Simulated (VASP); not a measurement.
# Cl (Cmce) in VASP: further runs

One crystal, Cl, is run at these levels: PBE+D3(BJ), PBE; tasks: relaxation of cell and atoms.

Everything below comes from runs of VASP 6.6.1. Logs are shortened: lines on timing, memory, paths and dates and some standing lists are left out, and cuts for length are marked.

## Step 1: The structure

The structure is orthorhombic, space group Cmce (No. 64). The conventional cell has a = 6.290 Å, b = 4.500 Å, c = 8.210 Å, α = 90.00°, β = 90.00°, γ = 90.00°. Cl (site symmetry m) has 1 Cl at 2.02 Å as nearest neighbours.

## Step 2: Relaxation of cell and atoms, PBE+D3(BJ)

INCAR reads:

```
SYSTEM = Cl
ALGO = Normal ; EDIFF = 1E-6
EDIFFG = -0.01 ; ENCUT = 600
GGA = PE ; IBRION = 2
ISIF = 3 ; ISMEAR = 0
IVDW = 12 ; LASPH = .TRUE.
LCHARG = .FALSE. ; LREAL = .FALSE.
LWAVE = .FALSE. ; NELM = 80
NSW = 90 ; PREC = Accurate
SIGMA = 0.03
```

KPOINTS reads:

```
k-points
0
G
  8 8 4
  0 0 0
```

POSCAR reads:

```
Cl
1.0
    3.1450000000     -2.2500000000      0.0000000000
    3.1450000000      2.2500000000      0.0000000000
    0.0000000000      0.0000000000      8.2100000000
Cl
4
Direct
    0.8700000000      0.1300000000      0.1000000000
    0.6300000000      0.3700000000      0.6000000000
    0.1300000000      0.8700000000      0.9000000000
    0.3700000000      0.6300000000      0.4000000000
```

Potentials or basis: VASP PAW PBE potentials, release 64 (Cl).

The run is started by

```sh
$ cat potpaw_PBE.64/Cl/POTCAR > POTCAR
$ mpirun -np 1 vasp_std > vasp.out
```

OUTCAR:

```text
SYSTEM = Cl
   EDIFF = 1E-6
   EDIFFG = -0.01
   ENCUT = 600
   GGA = PE
   IBRION = 2
   ISIF = 3
   ISMEAR = 0
   IVDW = 12
   LASPH = .TRUE.
   LREAL = .FALSE.
   NELM = 80
   NSW = 90
   PREC = Accurate
 IVDW          = 12

 ion  position               nearest neighbor table
   1  0.870  0.130  0.100-   3 2.02
   2  0.630  0.370  0.600-   4 2.02
   3  0.130  0.870  0.900-   1 2.02
   4  0.370  0.630  0.400-   2 2.02

  LATTYP: Found a base centered orthorhombic cell.
 ALAT       =     4.5000000000
 B/A-ratio  =     1.3977777778
 C/A-ratio  =     1.8244444444

  Lattice vectors:

 A1 = (  -3.1450000000,  -2.2500000000,   0.0000000000)
 A2 = (   3.1450000000,  -2.2500000000,   0.0000000000)
 A3 = (   0.0000000000,   0.0000000000,   8.2100000000)

Analysis of symmetry for initial positions (statically):
=====================================================================
 Subroutine PRICEL returns:
 Original cell was already a primitive cell.

 Routine SETGRP: Setting up the symmetry group for a
 base centered orthorhombic supercell.

 Subroutine GETGRP returns: Found  8 space group operations
 (whereof  4 operations were pure point group operations)
 out of a pool of  8 trial point group operations.

The static configuration has the point symmetry C_2h.
 The point group associated with its full space group is D_2h.

Analysis of symmetry for dynamics (positions and initial velocities):
=====================================================================
 Subroutine PRICEL returns:
 Original cell was already a primitive cell.

 Routine SETGRP: Setting up the symmetry group for a
 base centered orthorhombic supercell.

 Subroutine GETGRP returns: Found  8 space group operations
 (whereof  4 operations were pure point group operations)
 out of a pool of  8 trial point group operations.

The dynamic configuration has the point symmetry C_2h.
 The point group associated with its full space group is D_2h.

 Subroutine INISYM returns: Found  8 space group operations
 (whereof  4 operations are pure point group operations),
 and found     1 'primitive' translations

----------------------------------------------------------------------------------------

                                     Primitive cell

  volume of cell :     116.1920

  direct lattice vectors                    reciprocal lattice vectors
     3.145000000 -2.250000000  0.000000000     0.158982512 -0.222222222  0.000000000
     3.145000000  2.250000000  0.000000000     0.158982512  0.222222222  0.000000000
     0.000000000  0.000000000  8.210000000     0.000000000  0.000000000  0.121802680

  length of vectors
     3.866978795  3.866978795  8.210000000     0.273236445  0.273236445  0.121802680

  position of ions in fractional coordinates (direct lattice)
     0.870000000  0.130000000  0.100000000
     0.630000000  0.370000000  0.600000000
     0.130000000  0.870000000  0.900000000
     0.370000000  0.630000000  0.400000000

  ion indices of the primitive-cell ions
   primitive index   ion index
                 1           1
                 2           2
                 3           3
                 4           4

----------------------------------------------------------------------------------------

 KPOINTS: k-points

Automatic generation of k-mesh.
 Grid dimensions read from file:
 generate k-points for:    8    8    4

 Generating k-lattice:

  Cartesian coordinates                     Fractional coordinates (reciprocal lattice)
     0.019872814 -0.027777778  0.000000000     0.125000000  0.000000000  0.000000000
     0.019872814  0.027777778  0.000000000     0.000000000  0.125000000  0.000000000
     0.000000000  0.000000000  0.030450670     0.000000000  0.000000000  0.250000000

  Length of vectors
     0.034154556  0.034154556  0.030450670

  Shift w.r.t. Gamma in fractional coordinates (k-lattice)
     0.000000000  0.000000000  0.000000000

 Subroutine IBZKPT returns following result:
 ===========================================

 Found     63 irreducible k-points:

 Following reciprocal coordinates:
            Coordinates               Weight
  0.000000  0.000000  0.000000      1.000000
  0.125000  0.000000  0.000000      4.000000
  0.250000  0.000000  0.000000      4.000000
  0.375000  0.000000  0.000000      4.000000
  0.500000  0.000000  0.000000      2.000000
  0.125000  0.125000  0.000000      2.000000
[... 16 lines left out ...]
  0.125000  0.000000  0.250000      8.000000
  0.250000  0.000000  0.250000      8.000000
 [... further k-points ...]
   k-points           NKPTS =     63   k-points in BZ     NKDIM =     63   number of bands    NBANDS=     18
   number of dos      NEDOS =    301   number of ions     NIONS =      4
   total plane-waves  NPLWV =  71680
   dimension x,y,z NGX =    32 NGY =   32 NGZ =   70
   dimension x,y,z NGXF=    64 NGYF=   64 NGZF=  140
   ions per type =               4
   NGX,Y,Z   is equivalent  to a cutoff of  13.76, 13.76, 14.17 a.u.
   NGXF,Y,Z  is equivalent  to a cutoff of  27.51, 27.51, 28.35 a.u.
 SYSTEM =  Cl
   PREC   = accura    normal or accurate (medium, high low for compatibility)
   ISTART =      0    job   : 0-new  1-cont  2-samecut
   ICHARG =      2    charge: 1-file 2-atom 10-const
   ISPIN  =      1    spin polarized calculation?
   LNONCOLLINEAR =      F non collinear calculations
   LSORBIT =      F    spin-orbit coupling
   LASPH  =      T    aspherical Exc in radial PAW
   ENCUT  =  600.0 eV  44.10 Ry    6.64 a.u.   7.72  7.72 16.40*2*pi/ulx,y,z
   NELM   =     80;   NELMIN=  2; NELMDL= -5     # of ELM steps
   EDIFF  = 0.1E-05   stopping-criterion for ELM
   LREAL  =      F    real-space projection
   EDIFFG = -.1E-01   stopping-criterion for IOM
   NSW    =     90    number of steps for IOM
   IBRION =      2    ionic relax: 0-MD 1-quasi-New 2-CG
   NFREE  =      1    steps in history (QN), initial steepest desc. (CG)
   ISIF   =      3    stress and relaxation
   ISYM   =      2    0-nonsym 1-usesym 2-fastsym
   POTIM  = 0.5000    time-step for ionic-motion
   TEBEG  =    0.0;   TEEND  =   0.0 temperature during run
   PSTRESS=    0.0 pullay stress
   NELECT =      28.0000    total number of electrons
   NUPDOWN=      -1.0000    fix difference up-down
   EMIN   =  10.00;   EMAX   =-10.00  energy-range for DOS
   EFERMI =   0.00;   METHOD = LEGACY
   ISMEAR =     0;   SIGMA  =   0.03  broadening in eV -4-tet -1-fermi 0-gaus
   EFERMI_NEDOS =   21; number of points for ismear=-14 and -15
   IALGO  =     38    algorithm
   IMIX   =      4    mixing-type and parameters
     AMIX     =   0.40;   BMIX     =  1.00
     AMIX_MAG =   1.60;   BMIX_MAG =  1.00
  volume/ion in A,a.u.               =      29.05       196.03
  Fermi-wavevector in a.u.,A,eV,Ry     =   1.018753  1.925163 14.120900  1.037857
  Thomas-Fermi vector in A             =   2.152228
   LORBIT       =      0    0 simple, 1 ext, 2 COOP (PROOUT), +10 PAW based schemes
   GGA     = PE    functional components
   LHFCALC =     F    Hartree Fock is set to
   AEXX    =    0.0000 exact exchange contribution
   IVDW    =    12    specifies the selected vdW correction
   LEPSILON=     F    determine dielectric tensor
   LRPA    =     F    only Hartree local field effects (RPA)
 conjugate gradient relaxation of ions
 non-spin polarized calculation
 Gauss-broadening in eV      SIGMA  =   0.03
  energy-cutoff  :      600.00
  volume of cell :      116.19
 maximum number of plane-waves:      3904
   NGX = 15   NGY = 15   NGZ = 33

--------------------------------------- Ionic step        1  -------------------------------------------

 number of electron      27.9999999 magnetization

 Free energy of the ion-electron system (eV)
  ---------------------------------------------------
  ext. energy  EPLUGINS =         0.00000000
  ---------------------------------------------------
  free energy    TOTEN  =        -7.31415179 eV

  energy without entropy =       -7.31415179  energy(sigma->0) =       -7.31415179

------------------------ aborting loop because EDIFF is reached ----------------------------------------

 Edisp (eV)   -0.60378

 E8    (eV) :    -0.2025
[... 111 lines left out ...]
  FREE ENERGIE OF THE ION-ELECTRON SYSTEM (eV)
  ---------------------------------------------------
  free  energy   TOTEN  =        -7.9235170752 eV

  energy  without entropy=       -7.9235170752  energy(sigma->0) =       -7.92351708

 E-fermi :  -0.0322     XC(G=0):  -7.9687

 val. band max:       -0.1619688124   @ k =   0.0000   0.0000   0.0000
 cond. band min:       2.2279072957   @ k =   0.0000   0.0000   0.0000
 fundamental gap:      2.3898761081
 Fermi energy:        -0.0321860095

 k-point     1 :       0.0000    0.0000    0.0000
  band No.  band energies     occupation
      1     -16.9064      2.00000
      2     -16.5692      2.00000
      3     -13.1018      2.00000
      4     -12.1961      2.00000
      5      -5.7919      2.00000
      6      -4.5195      2.00000
[... 481 lines left out ...]
      5      -5.6256      2.00000
      6      -4.9510      2.00000
[... 10 lines left out ...]
     17       7.7011      0.00000
     18       8.0174      0.00000

 [... further k-points ...]

[... ionic steps 4 to 18 ...]

--------------------------------------- Ionic step       19  -------------------------------------------

 number of electron      27.9999994 magnetization

------------------------ aborting loop because EDIFF is reached ----------------------------------------
[... 79 lines left out ...]
--------------------------------------- Ionic step       21  -------------------------------------------

 number of electron      27.9999994 magnetization

 Free energy of the ion-electron system (eV)
  ---------------------------------------------------
  ext. energy  EPLUGINS =         0.00000000
  ---------------------------------------------------
  free energy    TOTEN  =        -7.31091208 eV

  energy without entropy =       -7.31091208  energy(sigma->0) =       -7.31091208

 E-fermi :   0.0564     XC(G=0):  -8.0231

 val. band max:       -0.0673461784   @ k =   0.0000   0.0000   0.0000
 cond. band min:       2.2798383216   @ k =   0.0000   0.0000   0.0000
 fundamental gap:      2.3471845000
 Fermi energy:         0.0564280429

 k-point     1 :       0.0000    0.0000    0.0000
  band No.  band energies     occupation
      1     -16.8441      2.00000
      2     -16.5102      2.00000
      3     -13.0370      2.00000
      4     -12.1239      2.00000
      5      -5.7450      2.00000
      6      -4.4227      2.00000
[... 481 lines left out ...]
      5      -5.5625      2.00000
      6      -4.8683      2.00000
[... 10 lines left out ...]
     17       7.8302      0.00000
     18       8.1102      0.00000

 [... further k-points ...]

------------------------ aborting loop because EDIFF is reached ----------------------------------------

 Edisp (eV)   -0.65052

 E8    (eV) :    -0.2185
[... 27 lines left out ...]
  FREE ENERGIE OF THE ION-ELECTRON SYSTEM (eV)
  ---------------------------------------------------
  free  energy   TOTEN  =        -7.9614340048 eV

  energy  without entropy=       -7.9614340048  energy(sigma->0) =       -7.96143400

 reached required accuracy - stopping structural energy minimisation
```

Run time: 28 min. Hardware: 1 thread of Intel Xeon Platinum 8559C (Emerald Rapids), shared host; peak memory 0.33 GiB.

What came out:

* Free energy: -7.9614 eV
* Relaxed volume: 27.21 Å³/atom
* Relaxed cell: a = 3.862 Å, b = 3.862 Å, c = 8.098 Å, α = 90.00°, β = 90.00°, γ = 64.31°
* Space group after relaxing (to 0.05 Å): Cmce (No. 64)
* Energy gained by relaxing: 10.9 meV/atom
* Ionic steps: 21
* Pressure after relaxing: 0.0 GPa
* Largest force after relaxing: 0.007 eV/Å
* Band gap on the k mesh: 2.35 eV, direct
* Dispersion energy per atom: -0.163 eV

Forces in eV/Å, atoms in the order of the input:
```
Cl   0.000  0.001  0.007
Cl   0.000 -0.001  0.007
Cl   0.000 -0.001 -0.007
Cl   0.000  0.001 -0.007
```

Step by step:
```
step  energy change (eV)  largest force (eV/Å)  pressure (GPa)  volume (Å³)
   1              0.0000                0.1591           -0.70       116.19
   2             -0.0002                0.4656            0.55       114.08
   3             -0.0056                0.1740           -0.08       115.11
   4             -0.0113                0.1622           -0.08       114.32
   5             -0.0257                0.1252           -0.01       111.95
   6             -0.0353                0.0749            0.37       107.24
   7             -0.0360                0.0850            0.25       108.34
   8             -0.0262                0.3923           -0.89       109.56
   9             -0.0368                0.0253           -0.01       108.60
  10             -0.0381                0.0257           -0.02       108.81
  11             -0.0407                0.0290           -0.07       109.42
  12             -0.0420                0.0499           -0.18       110.54
  13             -0.0385                0.2308            0.50       109.69
  14             -0.0422                0.0187           -0.06       110.38
  15             -0.0426                0.0147           -0.05       110.04
  16             -0.0432                0.0187           -0.02       109.02
  17             -0.0433                0.0234           -0.01       108.65
  18             -0.0426                0.0969            0.29       108.26
  19             -0.0433                0.0022            0.05       108.58
  20             -0.0435                0.0034            0.04       108.74
  21             -0.0435                0.0071            0.03       108.85
```

Final structure:
```xyz
4
Lattice="3.2698 -2.0554 0.0000 3.2698 2.0554 0.0000 0.0000 0.0000 8.0983" Properties=species:S:1:pos:R:3 pbc="T T T"
Cl    3.2698   -1.5472    0.8718
Cl    3.2698   -0.5082    4.9209
Cl    3.2698    1.5472    7.2265
Cl    3.2698    0.5082    3.1774
```

Levels at points of the mesh, in eV from the valence-band top:
| k point | band 10 | band 11 | band 12 | band 13 | band 14 | band 15 | band 16 | band 17 | band 18 |
| --- | --- | --- | --- | --- | --- | --- | --- | --- | --- |
| (0.00, 0.00, 0.00) | -2.23 | -0.94 | -0.36 | -0.16 | 0.00 | 2.35 | 3.18 | 6.86 | 7.21 |
| (0.50, 0.00, 0.00) | -2.62 | -0.82 | -0.82 | -0.30 | -0.30 | 3.02 | 3.02 | 8.04 | 8.04 |
| (0.50, 0.50, 0.00) | -2.70 | -1.38 | -1.12 | -0.39 | -0.13 | 2.42 | 2.98 | 8.42 | 8.47 |
| (0.00, 0.00, 0.50) | -2.31 | -0.79 | -0.79 | -0.08 | -0.08 | 2.68 | 2.68 | 7.32 | 7.32 |
| (0.50, 0.00, 0.50) | -2.67 | -0.58 | -0.58 | -0.06 | -0.06 | 2.74 | 2.74 | 8.33 | 8.33 |
| (0.50, 0.50, 0.50) | -2.67 | -0.88 | -0.88 | -0.71 | -0.71 | 2.64 | 2.64 | 9.05 | 9.05 |

A k mesh can miss the band edges.

## Step 3: Relaxation of cell and atoms, PBE+D3(BJ)

This run uses another cell than the first one, of 27.21 Å³/atom, 0.937 times its volume.

INCAR, as its differences from that of step 2:

```diff
@@ -1,4 +1,4 @@
 SYSTEM = Cl
-ALGO = Normal ; EDIFF = 1E-6
-EDIFFG = -0.01 ; ENCUT = 600
+ALGO = Normal ; EDIFF = 1E-7
+EDIFFG = -0.005 ; ENCUT = 600
 GGA = PE ; IBRION = 2
```

KPOINTS is that of step 2.

POSCAR reads:

```
Cl                                      
1.0
    3.2697794947     -2.0554300503     -0.0000000000
    3.2697794947      2.0554300503      0.0000000000
    0.0000000000      0.0000000000      8.0982936321
  Cl            
     4
Direct
     0.8763711277403132    0.1236288722596866    0.1076471630746766
     0.6236288722596868    0.3763711277403136    0.6076471630746767
     0.1236288722596866    0.8763711277403132    0.8923528369253233
     0.3763711277403136    0.6236288722596868    0.3923528369253234
```

Potentials or basis: VASP PAW PBE potentials, release 64 (Cl).

The run is started by

```sh
$ cat potpaw_PBE.64/Cl/POTCAR > POTCAR
$ mpirun -np 1 vasp_std > vasp.out
```

Wall time 5.6 min (1 thread of Intel Xeon Platinum 8559C (Emerald Rapids), shared host); peak memory 0.32 GiB.

Results (log left out):

```
Free energy                            : -7.9613 eV
Relaxed volume                         : 27.23 Å³/atom
Relaxed cell                           : a = 3.863 Å, b = 3.863 Å, c = 8.100 Å, α = 90.00°, β = 90.00°, γ = 64.28°
Space group after relaxing (to 0.05 Å) : Cmce (No. 64)
Energy gained by relaxing              : 0.0 meV/atom
Ionic steps                            : 4
Pressure after relaxing                : 0.0 GPa
Largest force after relaxing           : 0.003 eV/Å
Band gap on the k mesh                 : 2.34 eV, direct
Dispersion energy per atom             : -0.163 eV
```

Forces on the atoms (eV/Å):
```
Cl   0.000 -0.003  0.000
Cl   0.000  0.003  0.000
Cl   0.000  0.003  0.000
Cl   0.000 -0.003  0.000
```

Final structure:
```yaml
crystal:
  lattice:
    - [3.27127, -2.05541, 0.00000]
    - [3.27127, 2.05541, 0.00000]
    - [0.00000, 0.00000, 8.09979]
  atoms:
    - { symbol: Cl, position: [0.87640, 0.12360, 0.10768] }
    - { symbol: Cl, position: [0.62360, 0.37640, 0.60768] }
    - { symbol: Cl, position: [0.12360, 0.87640, 0.89232] }
    - { symbol: Cl, position: [0.37640, 0.62360, 0.39232] }
```

Levels at points of the mesh, in eV from the valence-band top:
```csv
k point,band 12,band 13,band 14,band 15,band 16,band 17
"(0.00, 0.00, 0.00)",-0.36,-0.17,0.00,2.34,3.17,6.86
"(0.50, 0.00, 0.00)",-0.82,-0.30,-0.30,3.02,3.02,8.04
"(0.50, 0.50, 0.00)",-1.12,-0.39,-0.13,2.41,2.98,8.42
"(0.00, 0.00, 0.50)",-0.79,-0.08,-0.08,2.68,2.68,7.32
"(0.50, 0.00, 0.50)",-0.58,-0.06,-0.06,2.74,2.74,8.33
"(0.50, 0.50, 0.50)",-0.88,-0.71,-0.71,2.63,2.63,9.05
```

A k mesh can miss the band edges.

[end of part 1 of 3]
